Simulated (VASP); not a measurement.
Runs of VASP 6.6.1 on HfS2. The structure is trigonal, space group P-3m1 (No. 164). Conventional cell: a = 3.597 Å, b = 3.597 Å, c = 5.770 Å, α = 90.00°, β = 90.00°, γ = 120.00°. Around Hf (site symmetry -3m) lie 6 S at 2.54 Å. S (site symmetry 3m) has 3 Hf at 2.54 Å as nearest neighbours. The cell is a database's computed one.

```tsv
task	level	potentials or basis	spin	cell	k mesh	cutoff (eV)	monkhorst-Pack mesh	gap on the mesh (eV)	pressure (GPa)	largest force (eV/Å)
relaxation of cell and atoms	PBE+D3(BJ)	VASP PAW PBE potentials, release 64 (Hf_pv, S)	off	relaxed	9 × 9 × 5	600	-	0.91	0.0	-
band structure	r2SCAN	VASP PAW PBE potentials, release 64 (Hf_pv, S)	off	P-3m1, 21.56 Å³/atom	9 × 9 × 5	520	-	1.23	1.5	(a)
dielectric tensor	PBE	VASP PAW PBE potentials, release 64 (Hf_pv, S)	off	P-3m1, 21.56 Å³/atom	15 × 15 × 7	520	no	(b)	-	-
band structure	PBE	VASP PAW PBE potentials, release 64 (Hf_pv, S)	off	P-3m1, 21.56 Å³/atom	9 × 9 × 5	520	-	0.91	2.7	0.01
band structure	PBE	VASP PAW PBE potentials, release 64 (Hf_pv, S)	SOC, no magnetisation	P-3m1, 21.56 Å³/atom	6 × 6 × 4	520	-	-	2.8	0.02
optical spectrum	PBE	VASP PAW PBE potentials, release 64 (Hf_pv, S)	off	P-3m1, 21.56 Å³/atom	9 × 9 × 5	520	-	0.91	2.7	0.01
band structure	LDA	VASP PAW LDA potentials, release 64 (Hf_pv, S)	off	P-3m1, 21.56 Å³/atom	9 × 9 × 5	520	-	0.75	-3.4	0.35
```

Alike in all rows: smearing gaussian 0.03 eV.

**Question.** Estimate the missing entries.

**Answer.** (a) 0.21; (b) 0.89.

Caveats: spin-orbit coupling is left out, which moves the levels of the heavy elements (some runs); this functional lacks dispersion, which binds the layers, so the pressure and a relaxed spacing across them are unreliable (some runs); an odd mesh through Γ misses points on the zone boundary, where band edges often lie (some runs); the PAW data sets were made with another functional, which shifts forces and pressure a little (some runs); spectra need much finer meshes, so this one isn't converged (some runs); independent-particle spectra lack excitons (some runs).

A k mesh can miss the band edges, and rows without SOC leave out spin-orbit coupling on Hf.
